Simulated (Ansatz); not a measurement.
The system is CO2.

```xyz
6
Lattice="-1.9747 1.9747 3.0141 1.9747 -1.9747 3.0141 1.9747 1.9747 -3.0141" Properties=species:S:1:pos:R:3 pbc="T T T"
O     1.3223    0.9874    3.7676
O     0.6525    0.9874    0.7535
O     2.9621    0.6525   -0.7535
O    -0.9874    1.3223    2.2605
C     0.0000    0.0000    0.0000
C     0.0000    1.9747    1.5070
```

The cell comes from a database or a generator and needn't be the stable form of this composition.

- Program: Ansatz 0.2.0
- Task: relaxation of cell and atoms
- Functional: r2SCAN
- Potentials or basis: Ansatz PAW
- Cutoff: 500 eV (not typed: the program's choice for these potentials)
- k mesh: 9 × 9 × 9
- Occupations: fermi-dirac, width 0.05 eV
- Spin: no spin polarisation

At the start: volume 7.84 Å³/atom.

Problem. How do energy, volume and symmetry change on relaxing?

Solution. It ends after 5 steps and the volume is 7.55 Å³/atom (-3.6 %); space group I-42d (No. 122, to 0.05 Å).

Step by step:
| step | energy change (eV) | largest force (eV/Å) | volume (Å³) |
| --- | --- | --- | --- |
| 1 | 0.0000 | 0.2716 | 47.01 |
| 2 | -0.0353 | 0.1503 | 45.76 |
| 3 | -0.0401 | 0.0282 | 45.28 |
| 4 | -0.0402 | 0.0081 | 45.32 |
| 5 | -0.0382 | 0.0076 | 45.32 |

Final structure:
```cif
data_structure
_symmetry_space_group_name_H-M 'P 1'
_symmetry_Int_Tables_number 1
_cell_length_a 4.0551
_cell_length_b 4.0551
_cell_length_c 4.0551
_cell_angle_alpha 122.385
_cell_angle_beta 122.385
_cell_angle_gamma 85.916
_cell_volume 45.32
loop_
_atom_site_label
_atom_site_type_symbol
_atom_site_fract_x
_atom_site_fract_y
_atom_site_fract_z
_atom_site_occupancy
O1 O 0.87500 0.95744 0.58244 1
O2 O 0.37500 0.29256 0.41756 1
O3 O 0.04256 0.62500 0.91756 1
O4 O 0.70744 0.12500 0.08244 1
C1 C 0.00000 0.00000 0.00000 1
C2 C 0.75000 0.25000 0.50000 1
```

Caveat: the plane-wave basis is chosen anew once the cell has moved, so the energies of steps on either side of that aren't comparable; the PAW data sets come from PBE, with cores solved anew for the run's functional, which leaves a small shift of forces and pressure.
